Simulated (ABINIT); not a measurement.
Crystal: Ta.

```
Ta
1.0
    -1.65128    1.65128    1.65128
     1.65128   -1.65128    1.65128
     1.65128    1.65128   -1.65128
Ta
1
Direct
  0.00000 0.00000 0.00000
```

```yaml
Program: ABINIT 10.8.3 (patched build)
Task: single point
Functional: PBEsol
Potentials_or_basis: PseudoDojo NC SR PBEsol v0.4.1 standard
Cutoff: 789 eV
k_mesh: 11 × 11 × 11
Occupations: fermi-dirac, width 0.05 eV
Spin: no spin polarisation
```

On this cell: pressure -4.2 GPa; band gap on the k mesh none (metal or under the smearing width).

The same run follows on a disturbed copy (cell strained at random at fixed volume):

```xyz
1
Lattice="-1.6207 1.6546 1.6292 1.6978 -1.6262 1.6778 1.6224 1.6279 -1.6008" Properties=species:S:1:pos:R:3 pbc="T T T"
Ta   -0.0498    0.0348   -0.0299
```

Problem. What does the disturbed cell give?

Solution. The energy (extrapolated to zero smearing) moves by +14.3 meV/atom; pressure -3.8 GPa; band gap on the k mesh none (metal or under the smearing width).

Stress tensor (GPa, compression positive):
```
-4.40 -0.24 -4.10
-0.24 -3.16 -1.44
-4.10 -1.44 -3.95
```
